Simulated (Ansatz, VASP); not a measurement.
# ZnO: VASP beside Ansatz

File INCAR:

```
SYSTEM = ZnO
ALGO = Normal
EDIFF = 1E-7
ENCUT = 520
GGA = PE
ISIF = 2
ISMEAR = -1
LASPH = .True.
LCHARG = .False.
LREAL = .False.
LWAVE = .False.
NBANDS = 26
NELM = 80
PREC = Accurate
SIGMA = 0.02
```

Contents of KPOINTS:

```
k-points
0
Gamma
  12 12 6
  0 0 0
```

The input POSCAR:

```
ZnO
1.0
    3.2353408614      0.0000000000      0.0000000000
   -1.6176704307      2.8018873759      0.0000000000
    0.0000000000      0.0000000000      5.0806780271
Zn O
2 2
Direct
    0.3333333333      0.6666666667     -0.0059025023
    0.6666666667      0.3333333333      0.4940974977
    0.3333333333      0.6666666667      0.3809025023
    0.6666666667      0.3333333333      0.8809025023
```

Input for Ansatz:

```yaml
crystal:
  lattice:
    - [3.2353408614, 0.0, 0.0]
    - [-1.6176704307, 2.8018873759, 0.0]
    - [0.0, 0.0, 5.0806780271]
  atoms:
    - { symbol: Zn, position: [0.3333333333, 0.6666666667, -0.0059025023] }
    - { symbol: Zn, position: [0.6666666667, 0.3333333333, 0.4940974977] }
    - { symbol: O, position: [0.3333333333, 0.6666666667, 0.3809025023] }
    - { symbol: O, position: [0.6666666667, 0.3333333333, 0.8809025023] }
kpoints:
  mp_grid: { grid: [12, 12, 6] }
  band_path:
    path:
      - [0.0, 0.0, 0.0]
      - [0.5, 0.0, 0.0]
      - [0.3333333333, 0.3333333333, 0.0]
      - [0.0, 0.0, 0.5]
      - [0.5, 0.0, 0.5]
      - [0.3333333333, 0.3333333333, 0.5]
    npoints: 1
hamiltonian:
  xc: pbe
scf:
  occupations: { method: fermi_dirac, width: 0.02 }
  n_extra_bands: 5
output:
  forces: true
  stress: true
  eigenvalues: true
```

Change from the starting cell: uniaxial_z strain -2.5%.

Alike in both runs: task single point; functional PBE; k mesh 12 × 12 × 6; occupations fermi-dirac, width 0.02 eV; no spin polarisation.

|  | VASP | Ansatz |
| --- | --- | --- |
| version | VASP 6.6.1 | Ansatz 0.2.0 |
| potentials or method | VASP PAW PBE potentials, release 64 (Zn, O) | plane waves, PAW |
| plane-wave cutoff (eV) | 520 | 420 |
| valence electrons in the cell | 36 | 36 |

VASP gave:

| Item | Value |
| --- | --- |
| gap on the k mesh at the Fermi level (eV) | 0.86 |
| pressure (GPa) | 11.3 |
| largest component of the traceless stress (GPa) | 1.59 |
| rms of the force components (eV/Å) | 0.007 |

**Question.** What did Ansatz give for the same quantities?

**Answer.** gap on the k mesh at the Fermi level (eV): 0.87; pressure (GPa): 10.1; largest component of the traceless stress (GPa): 1.60; rms of the force components (eV/Å): 0.005.

Atom by atom the forces differ by 0.002 eV/Å (rms over components).
